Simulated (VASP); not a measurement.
# MnO (P6_3mc) in VASP: notebook

The runs below take MnO through single point, with PBEsol.

Everything below comes from runs of VASP 6.6.1. Logs are shortened: lines on timing, memory, paths and dates and some standing lists are left out, and cuts for length are marked.

## 1. The crystal as given

The structure is hexagonal, space group P6_3mc (No. 186). Conventional cell: a = 3.372 Å, b = 3.372 Å, c = 5.386 Å, α = 90.00°, β = 90.00°, γ = 120.00°. Around Mn (site symmetry 3m) lie 4 O at 1.96 to 2.08 Å. O (site symmetry 3m) is surrounded by 4 Mn at 1.96 to 2.08 Å.

Measurements of this composition are mostly on another form, of space group No. 225.

## 2. Single point, PBEsol, collinear spin, ferromagnetic start

The input, INCAR:

```
SYSTEM = MnO
PREC = Accurate ; ENCUT = 250
EDIFF = 1E-6 ; ISMEAR = 0
SIGMA = 0.05 ; LREAL = .FALSE.
LASPH = .TRUE. ; NELM = 100
ALGO = Normal ; ISIF = 2
LWAVE = .FALSE. ; LCHARG = .FALSE.
ISPIN = 2 ; MAGMOM = 4 4 0 0
LORBIT = 11 ; LMAXMIX = 4
GGA = PS ; NBANDS = 31
ADDGRID = .FALSE.
```

The input, KPOINTS:

```
Automatic mesh
0
G
  6 6 3
  0 0 0
```

The input, POSCAR:

```
MnO
1.0
    3.3717000000      0.0000000000      0.0000000000
   -1.6858500000      2.9199778539      0.0000000000
    0.0000000000      0.0000000000      5.3855000000
Mn O
2 2
Direct
    0.6666666667      0.3333333333      0.5109600000
    0.3333333333      0.6666666667      0.0109600000
    0.6666666667      0.3333333333      0.8754700000
    0.3333333333      0.6666666667      0.3754700000
```

Potentials or basis: VASP PAW PBE potentials, release 64 (Mn_pv, O).

Run with:

```console
> cat potpaw_PBE.64/Mn_pv/POTCAR potpaw_PBE.64/O/POTCAR > POTCAR
> mpirun -np 1 vasp_std > vasp.out
```

OUTCAR:

```text
SYSTEM = MnO
   PREC = Accurate
   ENCUT = 250
   EDIFF = 1E-6
   ISMEAR = 0
   LREAL = .FALSE.
   LASPH = .TRUE.
   NELM = 100
   ISIF = 2
   ISPIN = 2
   LORBIT = 11
   GGA = PS

 Found     14 irreducible k-points:

 Following reciprocal coordinates:
            Coordinates               Weight
  0.000000  0.000000  0.000000      1.000000
  0.166667  0.000000  0.000000      6.000000
  0.333333  0.000000  0.000000      6.000000
  0.500000  0.000000  0.000000      3.000000
  0.166667  0.166667  0.000000      6.000000
  0.333333  0.166667  0.000000     12.000000
   k-points           NKPTS =     14   k-points in BZ     NKDIM =     14   number of bands    NBANDS=     31
   number of dos      NEDOS =    301   number of ions     NIONS =      4
   total plane-waves  NPLWV =   9072
   dimension x,y,z NGX =    18 NGY =   18 NGZ =   28
   dimension x,y,z NGXF=    36 NGYF=   36 NGZF=   56
   ions per type =               2   2
   NGX,Y,Z   is equivalent  to a cutoff of   8.88,  8.88,  8.64 a.u.
   NGXF,Y,Z  is equivalent  to a cutoff of  17.75, 17.75, 17.29 a.u.
 SYSTEM =  MnO
   PREC   = accura    normal or accurate (medium, high low for compatibility)
   ISTART =      0    job   : 0-new  1-cont  2-samecut
   ICHARG =      2    charge: 1-file 2-atom 10-const
   ISPIN  =      2    spin polarized calculation?
   LNONCOLLINEAR =      F non collinear calculations
   LSORBIT =      F    spin-orbit coupling
   LASPH  =      T    aspherical Exc in radial PAW
   ENCUT  =  250.0 eV  18.37 Ry    4.29 a.u.   4.35  4.35  6.94*2*pi/ulx,y,z
   NELM   =    100;   NELMIN=  2; NELMDL= -5     # of ELM steps
   EDIFF  = 0.1E-05   stopping-criterion for ELM
   LREAL  =      F    real-space projection
   EDIFFG = 0.1E-04   stopping-criterion for IOM
   NSW    =      0    number of steps for IOM
   IBRION =     -1    ionic relax: 0-MD 1-quasi-New 2-CG
   NFREE  =      0    steps in history (QN), initial steepest desc. (CG)
   ISIF   =      2    stress and relaxation
   ISYM   =      2    0-nonsym 1-usesym 2-fastsym
   POTIM  = 0.5000    time-step for ionic-motion
   TEBEG  =    0.0;   TEEND  =   0.0 temperature during run
   PSTRESS=    0.0 pullay stress
   NELECT =      38.0000    total number of electrons
   NUPDOWN=      -1.0000    fix difference up-down
   EMIN   =  10.00;   EMAX   =-10.00  energy-range for DOS
   EFERMI =   0.00;   METHOD = LEGACY
   ISMEAR =     0;   SIGMA  =   0.05  broadening in eV -4-tet -1-fermi 0-gaus
   EFERMI_NEDOS =   21; number of points for ismear=-14 and -15
   IALGO  =     38    algorithm
   IMIX   =      4    mixing-type and parameters
     AMIX     =   0.40;   BMIX     =  1.00
     AMIX_MAG =   1.60;   BMIX_MAG =  1.00
  volume/ion in A,a.u.               =      13.26        89.45
  Fermi-wavevector in a.u.,A,eV,Ry     =   1.465046  2.768535 29.202988  2.146359
  Thomas-Fermi vector in A             =   2.580949
   LORBIT       =     11    0 simple, 1 ext, 2 COOP (PROOUT), +10 PAW based schemes
   GGA     = PS    functional components
   LHFCALC =     F    Hartree Fock is set to
   AEXX    =    0.0000 exact exchange contribution
   IVDW    =     0    specifies the selected vdW correction
   LEPSILON=     F    determine dielectric tensor
   LRPA    =     F    only Hartree local field effects (RPA)
 spin polarized calculation
 Gauss-broadening in eV      SIGMA  =   0.05
  energy-cutoff  :      250.00
  volume of cell :       53.02
 maximum number of plane-waves:       494
 NGX is ok and might be reduce to    18
   NGX =  9   NGY =  9   NGZ = 13

 number of electron      37.9999837 magnetization      10.2110404

 number of electron      37.9999838 magnetization       9.9810496

 Free energy of the ion-electron system (eV)
  ---------------------------------------------------
  ext. energy  EPLUGINS =         0.00000000
  ---------------------------------------------------
  free energy    TOTEN  =       -34.79010459 eV

  energy without entropy =      -34.78978108  energy(sigma->0) =      -34.78994283

 E-fermi :   5.7571     XC(G=0): -10.8152

 val. band max:        5.6361501920   @ k =   0.1667   0.0000   0.0000
 cond. band min:       5.7603337948   @ k =   0.0000   0.0000   0.0000
 fundamental gap:      0.1241836029
 Fermi energy:         5.7570514850

 spin component 1

 k-point     1 :       0.0000    0.0000    0.0000
  band No.  band energies     occupation
      1     -44.7519      1.00000
      2     -44.7519      1.00000
      3     -44.7443      1.00000
      4     -44.7406      1.00000
      5     -44.7406      1.00000
      6     -44.7058      1.00000
[... 23 lines left out ...]
     30      17.8429      0.00000
     31      18.2994      0.00000

 k-point     2 :       0.1667    0.0000    0.0000
  band No.  band energies     occupation
      1     -44.7682      1.00000
      2     -44.7629      1.00000
      3     -44.7527      1.00000
      4     -44.7511      1.00000
      5     -44.7477      1.00000
      6     -44.7140      1.00000
[... 23 lines left out ...]
     30      17.0445      0.00000
     31      18.1825      0.00000

 k-point     3 :       0.3333    0.0000    0.0000
  band No.  band energies     occupation
      1     -44.7806      1.00000
      2     -44.7755      1.00000
      3     -44.7675      1.00000
      4     -44.7623      1.00000
      5     -44.7528      1.00000
      6     -44.7269      1.00000
[... 23 lines left out ...]
     30      15.8035      0.00000
     31      17.1650      0.00000

 k-point     4 :       0.5000    0.0000    0.0000
  band No.  band energies     occupation
      1     -44.7935      1.00000
      2     -44.7755      1.00000
      3     -44.7612      1.00000
      4     -44.7600      1.00000
      5     -44.7421      1.00000
      6     -44.7388      1.00000
[... 23 lines left out ...]
     30      15.3474      0.00000
     31      17.0275      0.00000

 k-point     5 :       0.1667    0.1667    0.0000
  band No.  band energies     occupation
      1     -44.7751      1.00000
      2     -44.7727      1.00000
      3     -44.7635      1.00000
      4     -44.7566      1.00000
      5     -44.7534      1.00000
      6     -44.7263      1.00000
[... 23 lines left out ...]
     30      16.6564      0.00000
     31      16.9267      0.00000

 k-point     6 :       0.3333    0.1667    0.0000
  band No.  band energies     occupation
      1     -44.7877      1.00000
      2     -44.7764      1.00000
      3     -44.7698      1.00000
      4     -44.7573      1.00000
      5     -44.7424      1.00000
      6     -44.7265      1.00000
[... 23 lines left out ...]
     30      15.3031      0.00000
     31      16.1867      0.00000

 [... further k-points ...]

 spin component 2

 k-point     1 :       0.0000    0.0000    0.0000
  band No.  band energies     occupation
      1     -40.0982      1.00000
      2     -40.0747      1.00000
      3     -40.0747      1.00000
      4     -40.0658      1.00000
      5     -40.0658      1.00000
      6     -40.0464      1.00000
[... 23 lines left out ...]
     30      18.9618      0.00000
     31      19.8590      0.00000

 k-point     2 :       0.1667    0.0000    0.0000
  band No.  band energies     occupation
      1     -40.1058      1.00000
      2     -40.0927      1.00000
      3     -40.0869      1.00000
      4     -40.0747      1.00000
      5     -40.0733      1.00000
      6     -40.0544      1.00000
[... 23 lines left out ...]
     30      18.6296      0.00000
     31      20.0344      0.00000

 k-point     3 :       0.3333    0.0000    0.0000
  band No.  band energies     occupation
      1     -40.1123      1.00000
      2     -40.1049      1.00000
      3     -40.0988      1.00000
      4     -40.0918      1.00000
      5     -40.0868      1.00000
      6     -40.0683      1.00000
[... 23 lines left out ...]
     30      17.7170      0.00000
     31      18.7278      0.00000

 k-point     4 :       0.5000    0.0000    0.0000
  band No.  band energies     occupation
      1     -40.1254      1.00000
      2     -40.1067      1.00000
      3     -40.0889      1.00000
      4     -40.0879      1.00000
      5     -40.0836      1.00000
      6     -40.0805      1.00000
[... 23 lines left out ...]
     30      17.0098      0.00000
     31      18.8536      0.00000

 k-point     5 :       0.1667    0.1667    0.0000
  band No.  band energies     occupation
      1     -40.1084      1.00000
      2     -40.0982      1.00000
      3     -40.0982      1.00000
      4     -40.0911      1.00000
      5     -40.0803      1.00000
      6     -40.0670      1.00000
[... 23 lines left out ...]
     30      18.5855      0.00000
     31      18.8262      0.00000

 k-point     6 :       0.3333    0.1667    0.0000
  band No.  band energies     occupation
      1     -40.1184      1.00000
      2     -40.1069      1.00000
      3     -40.0967      1.00000
      4     -40.0888      1.00000
      5     -40.0826      1.00000
      6     -40.0695      1.00000
[... 23 lines left out ...]
     30      17.1617      0.00000
     31      18.0593      0.00000

 [... further k-points ...]

------------------------ aborting loop because EDIFF is reached ----------------------------------------

  FORCE on cell =-STRESS in cart. coord.  units (eV):
  Direction    XX          YY          ZZ          XY          YZ          ZX
  --------------------------------------------------------------------------------------
  -------------------------------------------------------------------------------------
  Total      -25.0041724    -25.0041724    -21.9010470      0.0000000      0.0000000      0.0000000
  in kB     -755.5592963   -755.5592963   -661.7911365      0.0000000      0.0000000      0.0000000
  external PRESSURE =    -724.3032430 kB  Pullay stress =       0.0000000 kB

 VOLUME and BASIS-vectors are now :
 -----------------------------------------------------------------------------
  energy-cutoff  :      250.00
  volume of cell :       53.02
      direct lattice vectors                 reciprocal lattice vectors
     3.371700000  0.000000000  0.000000000     0.296586292  0.171234175  0.000000000
    -1.685850000  2.919977854  0.000000000     0.000000000  0.342468351  0.000000000
     0.000000000  0.000000000  5.385500000     0.000000000  0.000000000  0.185683781

 POSITION                                       TOTAL-FORCE (eV/Angst)
 -----------------------------------------------------------------------------------
      1.68585      0.97333      2.75178         0.000000      0.000000     -0.655539
     -0.00000      1.94665      0.05903        -0.000000      0.000000     -0.655539
      1.68585      0.97333      4.71484         0.000000      0.000000      0.655539
     -0.00000      1.94665      2.02209        -0.000000      0.000000      0.655539
 -----------------------------------------------------------------------------------
    total drift:                                0.000001      0.000002     -0.004461

  FREE ENERGIE OF THE ION-ELECTRON SYSTEM (eV)
  ---------------------------------------------------
  free  energy   TOTEN  =       -34.7901045879 eV

  energy  without entropy=      -34.7897810799  energy(sigma->0) =      -34.78994283

 total charge

# of ion       s       p       d       tot
------------------------------------------
    1        0.246   6.256   4.967  11.469
    2        0.246   6.256   4.967  11.469
    3        1.738   3.559   0.000   5.297
    4        1.738   3.559   0.000   5.297
--------------------------------------------------
tot          3.968  19.630   9.934  33.533

 magnetization (x)

# of ion       s       p       d       tot
------------------------------------------
    1        0.038   0.066   4.318   4.422
    2        0.038   0.066   4.318   4.422
    3        0.019   0.174   0.000   0.193
    4        0.019   0.174   0.000   0.193
--------------------------------------------------
tot          0.115   0.480   8.635   9.230
```

It took 11 s on 1 thread of AMD EPYC 9R45 (Zen 5), shared host; peak memory 0.1 GiB.

The run converged, but a check on its numbers failed (symmetry, net force, bounds or a known fault of this set-up), so they aren't taken as properties of the crystal.

Caveat: the k mesh is coarse (spacing up to 0.39 Å⁻¹), so the values aren't converged; the cutoff lies under the usual one of these potentials, so the numbers hold a large basis-set error; a pressure of tens of GPa on the cell as given is suspect, and the run, the potentials or the cell itself is likely at fault; the PAW data sets were made with another functional, which shifts forces and pressure a little; semilocal functionals often make such compounds metallic where correlation or magnetic order opens a gap, which also shifts bond lengths; only a ferromagnetic start was run, and an antiferromagnetic order may lie lower in energy.

## 3. Single point, PBEsol, collinear spin, ferromagnetic start

Changes to INCAR since step 2:

```diff
@@ -1,3 +1,3 @@
 SYSTEM = MnO
-PREC = Accurate ; ENCUT = 250
+PREC = Accurate ; ENCUT = 450
 EDIFF = 1E-6 ; ISMEAR = 0
```

The input, KPOINTS:

```
Automatic mesh
0
G
  4 4 3
  0 0 0
```

POSCAR is that of step 2.

Potentials or basis: VASP PAW PBE potentials, release 64 (Mn_pv, O).

Run with:

```console
> cat potpaw_PBE.64/Mn_pv/POTCAR potpaw_PBE.64/O/POTCAR > POTCAR
> mpirun -np 1 vasp_std > vasp.out
```

Wall time 14 s (1 thread of AMD EPYC 9R45 (Zen 5), shared host); peak memory 0.14 GiB.

The run converged, but some of its settings lie outside the range that counts as converged, so its numbers aren't taken as properties of the crystal.

What came out:

```
Free energy                                           : -34.2614 eV
Largest force                                         : 0.622 eV/Å
Band gap on the k mesh                                : none (metal or under the smearing width)
Net moment                                            : 9.96 μB per cell
Site moments                                          : Mn +4.40; O +0.20 μB
Valence electrons inside the program's atomic spheres : Mn 11.43; O 5.01
```

Caveat: the k mesh is coarse (spacing up to 0.54 Å⁻¹), so the values aren't converged; the cutoff is under 1.25 times the usual one of these potentials, so pressure, stress and relaxed cells hold a basis-set (Pulay) error; the PAW data sets were made with another functional, which shifts forces and pressure a little; semilocal functionals often make such compounds metallic where correlation or magnetic order opens a gap, which also shifts bond lengths; only a ferromagnetic start was run, and an antiferromagnetic order may lie lower in energy.

[end of part 1 of 2]
